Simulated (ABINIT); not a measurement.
Here is an ABINIT 10.8.3 (patched build) calculation.

File run.abi:

```
pp_dirpath "./"
pseudos "W.GGA_PBE-JTH.xml, Si.GGA_PBE-JTH.xml"

acell 4.5267083761 4.5267083761 4.5267083761 Angstrom
rprim
    -0.3549820016     0.3549820016     0.8648558013
     0.3549820016    -0.3549820016     0.8648558013
     0.3549820016     0.3549820016    -0.8648558013
ntypat 2
znucl 74 14
natom 3
typat 1 2 2
xred
     0.0000000000     0.0000000000     0.0000000000
     0.6653000000     0.6653000000     0.0000000000
     0.3347000000     0.3347000000     0.0000000000
chkprim 0
chksymtnons 0
tolsym 1.0e-6

ecut 19.0
pawecutdg 38.0
pawxcdev 0

kptopt 1
ngkpt 8 8 8
nshiftk 1
shiftk 0.0 0.0 0.0

ixc -109134

nband 15
occopt 3
tsmear 0.05 eV

nstep 100
tolvrs 1.0e-9

iomode 3
prtwf 0
prtden 0
prteig 0
prtebands 0
enunit 1

ionmov 2
ntime 60
tolmxf 5.0e-5
optcell 2
dilatmx 1.08
ecutsm 0.5
```

Potentials or basis: JTH PAW PBE v2.0.

Command:

```bash
$ abinit run.abi > log 2>&1
```

Q: What does it give for the band gap on the k mesh?

A: None (metal or under the smearing width).

Q: Predict the relaxed volume.

A: 13.73 Å³/atom.

The path:
```csv
step,energy change (eV),largest force (eV/Å),pressure (GPa),volume (Å³)
1,0.0000,0.0002,4.14,40.44
2,-0.0086,0.0330,1.26,40.95
3,-0.0096,0.0374,0.02,41.19
4,-0.0096,0.0298,-0.04,41.20
5,-0.0097,0.0109,-0.03,41.21
6,-0.0097,0.0058,-0.01,41.20
7,-0.0097,0.0005,0.01,41.20
8,-0.0097,0.0002,0.01,41.20
```

Caveat: the PAW data sets were made with another functional, which shifts forces and pressure a little. Spin-orbit coupling is left out, which matters for the levels of W.
